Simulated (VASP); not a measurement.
## GaSe: dielectric tensor with PBE

Crystal: GaSe.

```
Ga Se
1.0
     3.77097    0.00000    0.00000
    -1.88549    3.26576    0.00000
     0.00000    0.00000   15.96669
Ga Se
4 4
Direct
  0.33333 0.66667 0.17346
  0.66667 0.33333 0.67346
  0.33333 0.66667 0.32654
  0.66667 0.33333 0.82654
  0.33333 0.66667 0.59951
  0.66667 0.33333 0.09951
  0.33333 0.66667 0.90049
  0.66667 0.33333 0.40049
```

| Item | Value |
| --- | --- |
| Program | VASP 6.6.1 |
| Task | dielectric tensor |
| Functional | PBE |
| Potentials or basis | VASP PAW PBE potentials, release 64 (Ga_d, Se) |
| Cutoff | 520 eV |
| k mesh | 12 × 12 × 3 |
| Occupations | gaussian, width 0.03 eV |
| Spin | no spin polarisation |
| Monkhorst-Pack mesh | no |
| Further INCAR settings | ALGO = Fast; EDIFF = 1e-08 |

The band gap on the k mesh is 0.85 eV, direct, the electronic dielectric tensor (diagonal) is 8.32, 8.32, 7.15 and the born charges (mean of the diagonal) is Ga +1.79; Se -1.79 e.

Levels at points of the mesh, in eV from the valence-band top:
| k point | band 35 | band 36 | band 37 | band 38 | band 39 | band 40 | band 41 | band 42 |
| --- | --- | --- | --- | --- | --- | --- | --- | --- |
| (0.00, 0.00, 0.00) | -1.32 | -1.20 | -1.20 | 0.00 | 0.85 | 1.86 | 2.12 | 2.24 |
| (0.50, 0.00, 0.00) | -2.46 | -2.36 | -2.28 | -1.85 | 1.01 | 1.25 | 1.79 | 1.82 |

Electronic dielectric tensor:
```
8.32 0.00 0.00
0.00 8.32 0.00
0.00 0.00 7.15
```

Born effective charge tensors (e):
atom 1, Ga
```
2.23 0.00 0.00
0.00 2.23 0.00
0.00 0.00 0.92
```
atom 2, Ga
```
2.23 0.00 0.00
0.00 2.23 0.00
0.00 0.00 0.92
```
atom 3, Ga
```
2.23 0.00 0.00
0.00 2.23 0.00
0.00 0.00 0.92
```
atom 4, Ga
```
2.23 0.00 0.00
0.00 2.23 0.00
0.00 0.00 0.92
```
atom 5, Se
```
-2.23  0.00  0.00
 0.00 -2.23  0.00
 0.00  0.00 -0.92
```
atom 6, Se
```
-2.23  0.00  0.00
 0.00 -2.23  0.00
 0.00  0.00 -0.92
```
atom 7, Se
```
-2.23  0.00  0.00
 0.00 -2.23  0.00
 0.00  0.00 -0.92
```
atom 8, Se
```
-2.23  0.00  0.00
 0.00 -2.23  0.00
 0.00  0.00 -0.92
```

Wall time 19 min on 4 MPI ranks on Intel(R) Xeon(R) 6975P-C (Granite Rapids), on a shared host, peak memory 1.6 GiB a rank.

Caveat: an odd mesh through Γ misses points on the zone boundary, where band edges often lie. As with any semilocal functional, this PBE gap is likely too small.
